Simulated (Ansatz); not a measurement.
## Pb under changes of volume

One of the cells (40.672 Å³/atom); the others are scaled copies at fixed shape and fractional positions:

```xyz
2
Lattice="0.0000 3.4390 3.4390 3.4390 0.0000 3.4390 3.4390 3.4390 0.0000" Properties=species:S:1:pos:R:3 pbc="T T T"
Pb    1.7195    1.7195    1.7195
Pb    0.0000    0.0000    0.0000
```

This isn't the form of Pb at room conditions, which is fcc.

| Quantity | Value |
| --- | --- |
| Program | Ansatz 0.2.0 |
| Functional | PBEsol |
| Potentials or basis | Ansatz PAW |
| Cutoff | 420 eV (not typed: the program's choice for these potentials) |
| k mesh | 7 × 7 × 7 |
| Occupations | fermi-dirac, width 0.05 eV |
| Spin | no spin polarisation |

```csv
volume (Å³/atom),energy over the lowest point (meV/atom),pressure (GPa)
38.232,?,?
39.045,12.41,1.9
39.859,4.69,1.1
40.672,0.69,0.5
41.486,0.00,-0.2
42.299,2.27,-0.7
43.112,7.19,-1.2
```

Task: What does the run at 38.232 Å³/atom give?

Result: Energy over the lowest point 24.31 meV/atom; pressure 2.8 GPa.

Worked out: A Birch-Murnaghan fit of order 3 (a polynomial in V^(-2/3)) to the other rows has its minimum at 41.26 Å³/atom with B0 = V·E''(V) = 31 GPa and B' = 4.7. It gives 24.27 meV/atom at 38.232 Å³/atom, against the run's 24.31, and -dE/dV = 2.8 GPa, against 2.8.

Energies are extrapolated to zero smearing.

Caveats: the PAW data sets come from PBE, with cores solved anew for the run's functional, which leaves a small shift of forces and pressure.
